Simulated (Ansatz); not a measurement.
# GaP: how the settings move a single-point run

How sensitive is a single-point run of GaP to its settings? A reference run comes first, then one run with altered input. The cell is built on a prototype (CsCl type) and needn't be the phase found in nature.

Method: reference: DFT, PBEsol, plane waves, PAW, in Ansatz 0.2.0.

7 further runs of the same task are left out: 6 for a known fault of the program, 1 that didn't finish.

## Step 1: Starting point

The structure is cubic, space group Pm-3m (No. 221). The conventional cell has a = 3.186 Å, b = 3.186 Å, c = 3.186 Å, α = 90.00°, β = 90.00°, γ = 90.00°. Ga (site symmetry m-3m) has 8 P at 2.76 Å as nearest neighbours. P (site symmetry m-3m) has 8 Ga at 2.76 Å as nearest neighbours.

Structure file:

```xyz
2
Lattice="3.1864 0.0000 0.0000 0.0000 3.1864 0.0000 0.0000 0.0000 3.1864" Properties=species:S:1:pos:R:3 pbc="T T T"
Ga    0.0000    0.0000    0.0000
P     1.5932    1.5932    1.5932
```

## Step 2: Baseline

File input.yaml:

```yaml
crystal:
  lattice:
    - [3.186435077, 0.0, 0.0]
    - [0.0, 3.186435077, 0.0]
    - [0.0, 0.0, 3.186435077]
  atoms:
    - { symbol: Ga, position: [0.0, 0.0, 0.0] }
    - { symbol: P, position: [0.5, 0.5, 0.5] }
kpoints:
  mp_grid: { grid: [6, 6, 6] }
hamiltonian:
  xc: pbesol
scf:
  occupations: { method: fermi_dirac, width: 0.02 }
  n_extra_bands: 4
output:
  forces: true
  stress: true
  eigenvalues: true
  write_density: true
  write_potential: true
  elf: true
  volumetric_format: npy
```

On the command line:

```sh
$ ansatz run input.yaml --threads 4 --pin off --max-ram 3686MiB --backend cpu --events-out ev --progress --plain --runs-dir out
```

## Step 3: Changed: xc r2scan

Edit input.yaml of step 2 so:

```diff
@@ -11,3 +11,3 @@
 hamiltonian:
-  xc: pbesol
+  xc: r2scan
 scf:
@@ -19,5 +19 @@
   eigenvalues: true
-  write_density: true
-  write_potential: true
-  elf: true
-  volumetric_format: npy
```

**Question.** What will these runs give? Wanted: for each run, ending; energy change; pressure; gap; force.

As calculated:

| run | ending | energy change | pressure (GPa) | gap (eV) | force (eV/Å) | cycles | time |
| --- | --- | --- | --- | --- | --- | --- | --- |
| reference | converged | - | -1.2 | 0.00 | 0.00 | 6 | 0.52 s |
| 1: xc r2scan | converged | not comparable | 0.7 | 0.00 | 0.00 | 7 | 0.87 s |

Times don't compare one to one where runs were asked for different outputs or read a saved state (see the inputs); cycles may leave out searches for a lower state.

Residual by cycle in the longest SCF loop of each run; runs are numbered as in the table. The quantity is the density residual dr2, in eV.

| cycle | reference | run 1 |
| --- | --- | --- |
| 1 | 0.0154 | 0.0184 |
| 2 | 0.0031 | 0.00112 |
| 3 | 2.1e-4 | 5.2e-4 |
| 4 | 7.0e-6 | 1.9e-4 |
| 5 | 9.9e-7 | 3.9e-6 |
| 6 | 5.7e-8 | 7.2e-7 |
| 7 | - | 2.1e-8 |

After a change of functional the difference of the totals has no physical meaning; the pressure goes from -1.2 to 0.7 GPa. At this fixed cell a higher pressure means that this functional prefers a larger volume than the reference. Semilocal functionals close small gaps, so the missing gap need not be the real solid's.
